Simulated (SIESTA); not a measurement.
Crystal: Hf.

```
CELL_PARAMETERS angstrom
0.11927 2.34305 1.99282
2.32109 0.12480 1.98729
2.44975 2.46619 -0.00387
ATOMIC_POSITIONS crystal
Hf 0.00000 0.00000 0.00000
```

This isn't the form of Hf at room conditions, which is hcp.

```yaml
Program: SIESTA 5.4.2
Task: relaxation of cell and atoms
Functional: PBE
Potentials_or_basis: PseudoDojo 0.4 standard (PBE files)
Basis: SZ (energy shift 0.003 Ry)
Grid_cutoff: 800 Ry
Energy_shift: 0.003 Ry
k_mesh: 8 × 8 × 7
Occupations: fermi-dirac, width 0.05 eV
Spin: no spin polarisation
```

At the start: pressure -8.0 GPa; volume 21.64 Å³/atom.

Task: How do energy, volume and symmetry change on relaxing?

Result: Over 28 steps the energy falls by 31.6 meV/atom and the volume is 20.40 Å³/atom (-5.7 %); space group Immm (No. 71, to 0.05 Å).

Step by step:
| step | energy change (eV) | largest force (eV/Å) | pressure (GPa) | volume (Å³) |
| --- | --- | --- | --- | --- |
| 1 | 0.0000 | 0.0000 | -8.01 | 21.64 |
| 2 | -0.0029 | 0.0000 | -7.69 | 21.58 |
| 3 | -0.0357 | 0.0000 | 0.44 | 20.30 |
| 4 | -0.0109 | 0.0000 | -6.76 | 21.41 |
| 5 | -0.0284 | 0.0000 | -3.77 | 20.91 |
| 6 | -0.0169 | 0.0000 | -5.93 | 21.27 |
| 7 | -0.0322 | 0.0000 | 3.21 | 19.95 |
| 8 | -0.0357 | 0.0000 | 0.58 | 20.28 |
| 9 | 0.0431 | 0.0000 | -11.40 | 22.33 |
| 10 | 0.0294 | 0.0000 | -10.36 | 22.12 |
| 11 | -0.0188 | 0.0000 | 5.37 | 19.74 |
| 12 | -0.0256 | 0.0000 | 3.04 | 20.02 |
| 13 | -0.0082 | 0.0000 | -6.49 | 21.42 |
| 14 | 0.0389 | 0.0000 | -10.97 | 22.27 |
| 15 | 0.0202 | 0.0000 | 12.52 | 18.95 |
| 16 | 0.0065 | 0.0000 | -8.33 | 21.77 |
| 17 | -0.0306 | 0.0000 | -0.89 | 20.56 |
| 18 | -0.0159 | 0.0000 | -5.50 | 21.24 |
| 19 | -0.0300 | 0.0000 | 2.11 | 20.12 |
| 20 | -0.0269 | 0.0000 | 3.52 | 19.95 |
| 21 | -0.0315 | 0.0000 | 0.08 | 20.39 |
| 22 | -0.0315 | 0.0000 | 0.33 | 20.35 |
| 23 | -0.0315 | 0.0000 | 0.29 | 20.36 |
| 24 | -0.0303 | 0.0000 | -1.63 | 20.63 |
| 25 | -0.0303 | 0.0000 | -1.61 | 20.63 |
| 26 | -0.0316 | 0.0000 | 0.02 | 20.41 |
| 27 | -0.0315 | 0.0000 | -0.16 | 20.43 |
| 28 | -0.0316 | 0.0000 | 0.04 | 20.40 |

Final structure:
```yaml
crystal:
  lattice:
    - [0.09708, 2.26867, 2.00352]
    - [2.26806, 0.09663, 2.00374]
    - [2.35372, 2.35350, 0.01502]
  atoms:
    - { symbol: Hf, position: [0.00001, 0.00001, 0.00000] }
```

Caveat: the basis has no polarisation orbitals; short orbitals over semicore shells can move pressures by several GPa; the basis of atomic orbitals isn't converged, which shifts pressures, moduli and gaps.
